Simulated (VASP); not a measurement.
# Ba (Pm-3m) in VASP: notebook, part 2 of 2

VASP 6.6.1. Earlier steps stand in the parts before.

### 3 Single point, PBE

File INCAR:

```
PREC = Accurate
ENCUT = 450
EDIFF = 1E-6
ISMEAR = 1
SIGMA = 0.2
LREAL = F
LASPH = T
NELM = 100
ALGO = Normal
ISIF = 2
LWAVE = F
LCHARG = F
GGA = PE
ADDGRID = F
```

File KPOINTS:

```
regular mesh
0
Gamma
  12 12 12
```

File POSCAR:

```
Ba
1.0
    3.9784390000     -0.0454340000      0.0410850000
   -0.0454340000      3.9110040000      0.0402290000
    0.0410850000      0.0402290000      3.8659060000
Ba
1
Direct
   -0.0007550000      0.0095990000     -0.0077320000
```

Potentials or basis: VASP PAW PBE potentials, release 64 (Ba_sv).

Command:

```console
> cat potpaw_PBE.64/Ba_sv/POTCAR > POTCAR
> mpirun -np 1 vasp_std > vasp.out
```

OUTCAR:

```text
PREC = Accurate
   ENCUT = 450
   EDIFF = 1E-6
   ISMEAR = 1
   LREAL = F
   LASPH = T
   NELM = 100
   ISIF = 2
   GGA = PE

 Found    868 irreducible k-points:

 Following reciprocal coordinates:
            Coordinates               Weight
  0.000000  0.000000  0.000000      1.000000
  0.083333  0.000000  0.000000      2.000000
  0.166667  0.000000 -0.000000      2.000000
  0.250000 -0.000000 -0.000000      2.000000
  0.333333  0.000000 -0.000000      2.000000
  0.416667  0.000000 -0.000000      2.000000
   k-points           NKPTS =    868   k-points in BZ     NKDIM =    868   number of bands    NBANDS=      9
   number of dos      NEDOS =    301   number of ions     NIONS =      1
   total plane-waves  NPLWV =  21952
   dimension x,y,z NGX =    28 NGY =   28 NGZ =   28
   dimension x,y,z NGXF=    56 NGYF=   56 NGZF=   56
   ions per type =               1
   NGX,Y,Z   is equivalent  to a cutoff of  11.70, 11.90, 12.04 a.u.
   NGXF,Y,Z  is equivalent  to a cutoff of  23.40, 23.80, 24.08 a.u.
 SYSTEM =  unknown system
   PREC   = accura    normal or accurate (medium, high low for compatibility)
   ISTART =      0    job   : 0-new  1-cont  2-samecut
   ICHARG =      2    charge: 1-file 2-atom 10-const
   ISPIN  =      1    spin polarized calculation?
   LNONCOLLINEAR =      F non collinear calculations
   LSORBIT =      F    spin-orbit coupling
   LASPH  =      T    aspherical Exc in radial PAW
   ENCUT  =  450.0 eV  33.07 Ry    5.75 a.u.   6.88  6.77  6.69*2*pi/ulx,y,z
   NELM   =    100;   NELMIN=  2; NELMDL= -5     # of ELM steps
   EDIFF  = 0.1E-05   stopping-criterion for ELM
   LREAL  =      F    real-space projection
   EDIFFG = 0.1E-04   stopping-criterion for IOM
   NSW    =      0    number of steps for IOM
   IBRION =     -1    ionic relax: 0-MD 1-quasi-New 2-CG
   NFREE  =      0    steps in history (QN), initial steepest desc. (CG)
   ISIF   =      2    stress and relaxation
   ISYM   =      2    0-nonsym 1-usesym 2-fastsym
   POTIM  = 0.5000    time-step for ionic-motion
   TEBEG  =    0.0;   TEEND  =   0.0 temperature during run
   PSTRESS=    0.0 pullay stress
   NELECT =      10.0000    total number of electrons
   NUPDOWN=      -1.0000    fix difference up-down
   EMIN   =  10.00;   EMAX   =-10.00  energy-range for DOS
   EFERMI =   0.00;   METHOD = LEGACY
   ISMEAR =     1;   SIGMA  =   0.20  broadening in eV -4-tet -1-fermi 0-gaus
   EFERMI_NEDOS =   21; number of points for ismear=-14 and -15
   IALGO  =     38    algorithm
   IMIX   =      4    mixing-type and parameters
     AMIX     =   0.40;   BMIX     =  1.00
     AMIX_MAG =   1.60;   BMIX_MAG =  1.00
  volume/ion in A,a.u.               =      60.13       405.78
  Fermi-wavevector in a.u.,A,eV,Ry     =   0.900275  1.701272 11.027447  0.810495
  Thomas-Fermi vector in A             =   2.023212
   LORBIT       =      0    0 simple, 1 ext, 2 COOP (PROOUT), +10 PAW based schemes
   GGA     = PE    functional components
   LHFCALC =     F    Hartree Fock is set to
   AEXX    =    0.0000 exact exchange contribution
   IVDW    =     0    specifies the selected vdW correction
   LEPSILON=     F    determine dielectric tensor
   LRPA    =     F    only Hartree local field effects (RPA)
 non-spin polarized calculation
 Methfessel and Paxton  Order N= 1 SIGMA  =   0.20
  energy-cutoff  :      450.00
  volume of cell :       60.13
 maximum number of plane-waves:      1321
   NGX = 13   NGY = 13   NGZ = 13

 number of electron      10.0000000 magnetization

 number of electron       9.9999999 magnetization

 Free energy of the ion-electron system (eV)
  ---------------------------------------------------
  ext. energy  EPLUGINS =         0.00000000
  ---------------------------------------------------
  free energy    TOTEN  =        -1.59431873 eV

  energy without entropy =       -1.60266906  energy(sigma->0) =       -1.59710217

 E-fermi :   1.7227     XC(G=0):  -7.5432

 val. band max:        1.7131893276   @ k =   0.1667   0.0833   0.5000
 cond. band min:       1.7306325966   @ k =   0.5000   0.4167   0.4167
 fundamental gap:      0.0174432690
 Fermi energy:         1.7227170484

 k-point     1 :       0.0000    0.0000    0.0000
  band No.  band energies     occupation
      1     -27.4101      2.00000
      2     -12.2619      2.00000
      3     -12.2175      2.00000
      4     -12.1846      2.00000
      5      -0.8511      2.00000
      6       1.7595      0.69437
      7       1.7672      0.63339
      8       6.6098      0.00000
      9       6.6935      0.00000

 k-point     2 :       0.0833    0.0000    0.0000
  band No.  band energies     occupation
      1     -27.4065      2.00000
      2     -12.3107      2.00000
      3     -12.2136      2.00000
      4     -12.1807      2.00000
      5      -0.7473      2.00000
      6       1.7902      0.46331
      7       1.8666      0.06694
      8       6.3435      0.00000
      9       6.4399      0.00000

 k-point     3 :       0.1667    0.0000   -0.0000
  band No.  band energies     occupation
      1     -27.3966      2.00000
      2     -12.4413      2.00000
      3     -12.2026      2.00000
      4     -12.1698      2.00000
      5      -0.4632      2.00000
      6       1.8755      0.03961
      7       2.1403     -0.01192
      8       5.8104      0.00000
      9       5.9179      0.00000

 k-point     4 :       0.2500   -0.0000   -0.0000
  band No.  band energies     occupation
      1     -27.3830      2.00000
      2     -12.6125      2.00000
      3     -12.1874      2.00000
      4     -12.1548      2.00000
      5      -0.0619      2.00000
      6       1.9994     -0.06473
      7       2.4795     -0.00000
      8       5.2714     -0.00000
      9       5.3850     -0.00000

 k-point     5 :       0.3333    0.0000   -0.0000
  band No.  band energies     occupation
      1     -27.3694      2.00000
      2     -12.7761      2.00000
      3     -12.1721      2.00000
      4     -12.1398      2.00000
      5       0.3859      2.00000
      6       2.1334     -0.01341
      7       2.6723     -0.00000
      8       4.8422     -0.00000
      9       4.9587     -0.00000

 k-point     6 :       0.4167    0.0000   -0.0000
  band No.  band energies     occupation
      1     -27.3593      2.00000
      2     -12.8915      2.00000
      3     -12.1608      2.00000
      4     -12.1287      2.00000
      5       0.7923      2.00000
      6       2.2391     -0.00159
      7       2.6076     -0.00000
      8       4.5687     -0.00000
      9       4.6877     -0.00000

 [... further k-points ...]
[... 5 lines left out ...]
  --------------------------------------------------------------------------------------
  -------------------------------------------------------------------------------------
  Total       -0.0788354      0.1285975      0.2808116     -0.0506248      0.0404670      0.0443665
  in kB       -2.1005473      3.4264436      7.4821466     -1.3488832      1.0782307      1.1821326
  external PRESSURE =       2.9360143 kB  Pullay stress =       0.0000000 kB

 VOLUME and BASIS-vectors are now :
 -----------------------------------------------------------------------------
  energy-cutoff  :      450.00
  volume of cell :       60.13
      direct lattice vectors                 reciprocal lattice vectors
     3.978439000 -0.045434000  0.041085000     0.251416447  0.002948496 -0.002702616
    -0.045434000  3.911004000  0.040229000     0.002948496  0.255750771 -0.002692703
     0.041085000  0.040229000  3.865906000    -0.002702616 -0.002692703  0.258728319

 POSITION                                       TOTAL-FORCE (eV/Angst)
 -----------------------------------------------------------------------------------
      4.01577      0.03206      3.87745         0.000000     -0.000000     -0.000000
 -----------------------------------------------------------------------------------
    total drift:                               -0.000000     -0.000001     -0.000001

  FREE ENERGIE OF THE ION-ELECTRON SYSTEM (eV)
  ---------------------------------------------------
  free  energy   TOTEN  =        -1.5943187271 eV

  energy  without entropy=       -1.6026690612  energy(sigma->0) =       -1.59710217
```

stdout:

```text
POSCAR found type information on POSCAR Ba
 POSCAR found :  1 types and       1 ions
 scaLAPACK will be used
 LDA part: xc-table for (Slater+PW92), standard interpolation
 POSCAR, INCAR and KPOINTS ok, starting setup
 FFT: planning ... GRIDC
 FFT: planning ... GRID_SOFT
 FFT: planning ... GRID
 WAVECAR not read
 entering main loop
```

It took 4.3 min on 1 thread of Intel Xeon Platinum 8259CL at 2.50GHz (Skylake/Cascade Lake), shared host; peak memory 0.5 GiB.

The run converged, but some of its settings lie outside the range that counts as converged, so its numbers aren't taken as properties of the crystal.

Results:

```yaml
Free_energy: -1.5943 eV
Pressure: 0.3 GPa
Band_gap_on_the_k_mesh: none (metal or under the smearing width)
```

### 4 Single point, PBE

Edit INCAR of step 3 so:

```diff
@@ -1,3 +1,3 @@
 PREC = Accurate
-ENCUT = 450
+ENCUT = 550
 EDIFF = 1E-6
```

File KPOINTS:

```
regular mesh
0
Gamma
  11 11 11
```

File POSCAR:

```
Ba
1.0
    3.9177175405      0.0000000000      0.0000000000
    0.0000000000      3.9177175405      0.0000000000
    0.0000000000      0.0000000000      3.9177175405
Ba
1
Direct
    0.0000000000      0.0000000000      0.0000000000
```

Command:

```console
> cat potpaw_PBE.64/Ba_sv/POTCAR > POTCAR
> mpirun -np 1 vasp_std > vasp.out
```

Run time: 24 s. Hardware: 1 thread of Intel Xeon Platinum 8259CL at 2.50GHz (Skylake/Cascade Lake), shared host; peak memory 0.18 GiB.

These settings aren't checked as converged: the numbers below hold their error.

Results:

```yaml
Free_energy: -1.5959 eV
Pressure: 0.3 GPa
Band_gap_on_the_k_mesh: 0.07 eV, indirect (least direct gap 0.09 eV)
```

Caveat: spin-orbit coupling is left out, which moves the levels of the heavy elements; an odd mesh through Γ misses points on the zone boundary, where band edges often lie.

### 5 Single point, PBE

INCAR is that of step 4.

KPOINTS is that of step 4.

File POSCAR:

```
Ba
1.0
    3.9784390000     -0.0454340000      0.0410850000
   -0.0454340000      3.9110040000      0.0402290000
    0.0410850000      0.0402290000      3.8659060000
Ba
1
Direct
   -0.0007550000      0.0095990000     -0.0077320000
```

Potentials or basis: VASP PAW PBE potentials, release 64 (Ba_sv).

Command:

```console
> cat potpaw_PBE.64/Ba_sv/POTCAR > POTCAR
> mpirun -np 1 vasp_std > vasp.out
```

OUTCAR:

```text
PREC = Accurate
   ENCUT = 550
   EDIFF = 1E-6
   ISMEAR = 1
   LREAL = F
   LASPH = T
   NELM = 100
   ISIF = 2
   GGA = PE

 Found    666 irreducible k-points:

 Following reciprocal coordinates:
            Coordinates               Weight
  0.000000  0.000000  0.000000      1.000000
  0.090909 -0.000000  0.000000      2.000000
  0.181818 -0.000000 -0.000000      2.000000
  0.272727 -0.000000 -0.000000      2.000000
  0.363636 -0.000000  0.000000      2.000000
  0.454545 -0.000000 -0.000000      2.000000
   k-points           NKPTS =    666   k-points in BZ     NKDIM =    666   number of bands    NBANDS=      9
   number of dos      NEDOS =    301   number of ions     NIONS =      1
   total plane-waves  NPLWV =  27000
   dimension x,y,z NGX =    30 NGY =   30 NGZ =   30
   dimension x,y,z NGXF=    60 NGYF=   60 NGZF=   60
   ions per type =               1
   NGX,Y,Z   is equivalent  to a cutoff of  12.53, 12.75, 12.90 a.u.
   NGXF,Y,Z  is equivalent  to a cutoff of  25.07, 25.50, 25.80 a.u.
 SYSTEM =  unknown system
   PREC   = accura    normal or accurate (medium, high low for compatibility)
   ISTART =      0    job   : 0-new  1-cont  2-samecut
   ICHARG =      2    charge: 1-file 2-atom 10-const
   ISPIN  =      1    spin polarized calculation?
   LNONCOLLINEAR =      F non collinear calculations
   LSORBIT =      F    spin-orbit coupling
[... 56 lines left out ...]
 val. band max:        1.7108723962   @ k =  -0.4545  -0.4545   0.4545
 cond. band min:       1.7179763901   @ k =   0.4545  -0.4545   0.4545
 fundamental gap:      0.0071039939
 Fermi energy:         1.7113443761

 k-point     1 :       0.0000    0.0000    0.0000
  band No.  band energies     occupation
      1     -27.4115      2.00000
      2     -12.2631      2.00000
      3     -12.2191      2.00000
      4     -12.1866      2.00000
      5      -0.8511      2.00000
      6       1.7578      0.61813
      7       1.7662      0.55481
      8       6.6015      0.00000
      9       6.7424      0.00000
[... 49 lines left out ...]
 k-point     6 :       0.4545   -0.0000   -0.0000
  band No.  band energies     occupation
      1     -27.3581      2.00000
      2     -12.9216      2.00000
      3     -12.1596      2.00000
      4     -12.1278      2.00000
      5       0.9192      2.00000
      6       2.2655     -0.00064
      7       2.5457     -0.00000
      8       4.5024     -0.00000
      9       4.6221     -0.00000

 [... further k-points ...]
[... 5 lines left out ...]
  --------------------------------------------------------------------------------------
  -------------------------------------------------------------------------------------
  Total       -0.0733660      0.1442380      0.3045057     -0.0490154      0.0392114      0.0430927
  in kB       -1.9548158      3.8431824      8.1134689     -1.3060010      1.0447770      1.1481925
  external PRESSURE =       3.3339452 kB  Pullay stress =       0.0000000 kB

 VOLUME and BASIS-vectors are now :
 -----------------------------------------------------------------------------
  energy-cutoff  :      550.00
  volume of cell :       60.13
      direct lattice vectors                 reciprocal lattice vectors
     3.978439000 -0.045434000  0.041085000     0.251416447  0.002948496 -0.002702616
    -0.045434000  3.911004000  0.040229000     0.002948496  0.255750771 -0.002692703
     0.041085000  0.040229000  3.865906000    -0.002702616 -0.002692703  0.258728319

 POSITION                                       TOTAL-FORCE (eV/Angst)
 -----------------------------------------------------------------------------------
      4.01577      0.03206      3.87745         0.000000     -0.000000      0.000000
 -----------------------------------------------------------------------------------
    total drift:                               -0.000001     -0.000000      0.000001

  FREE ENERGIE OF THE ION-ELECTRON SYSTEM (eV)
  ---------------------------------------------------
  free  energy   TOTEN  =        -1.5946837606 eV

  energy  without entropy=       -1.6030257724  energy(sigma->0) =       -1.59746443
```

stdout:

```text
POSCAR found type information on POSCAR Ba
 POSCAR found :  1 types and       1 ions
 scaLAPACK will be used
 LDA part: xc-table for (Slater+PW92), standard interpolation
 POSCAR, INCAR and KPOINTS ok, starting setup
 FFT: planning ... GRIDC
 FFT: planning ... GRID_SOFT
 FFT: planning ... GRID
 WAVECAR not read
 entering main loop
```

Wall time 3.8 min (1 thread of Intel Xeon Platinum 8259CL at 2.50GHz (Skylake/Cascade Lake), shared host); peak memory 0.52 GiB.

The run converged, but some of its settings lie outside the range that counts as converged, so its numbers aren't taken as properties of the crystal.

Results:

```yaml
Free_energy: -1.5947 eV
Pressure: 0.3 GPa
Band_gap_on_the_k_mesh: none (metal or under the smearing width)
```
